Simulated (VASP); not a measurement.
The system is AlN.

```
Al N
1.0
     3.11310    0.00000    0.00000
    -1.55655    2.69603    0.00000
     0.00000    0.00000    4.98181
Al N
2 2
Direct
  0.33333 0.66667 0.99899
  0.66667 0.33333 0.49899
  0.33333 0.66667 0.38101
  0.66667 0.33333 0.88101
```

Base run:

| Quantity | Value |
| --- | --- |
| Program | VASP 6.6.1 |
| Functional | PBEsol |
| Potentials or basis | VASP PAW PBE potentials, release 64 (Al, N) |
| Cutoff | 520 eV |
| k mesh | 6 × 6 × 4 |
| Occupations | gaussian, width 0.03 eV |
| Spin | no spin polarisation |

Its results: band gap on the k mesh 4.12 eV, direct; pressure 0.1 GPa.

Task: The run is repeated on the same cell with these changes: functional from PBEsol to PBE0. What comes out?

Result: Band gap on the k mesh 6.27 eV, direct; pressure -1.8 GPa.

PBE0 gives the wider gap, since exact exchange removes part of the self-interaction.

Caveats: the PAW data sets were made with another functional, which shifts forces and pressure a little.
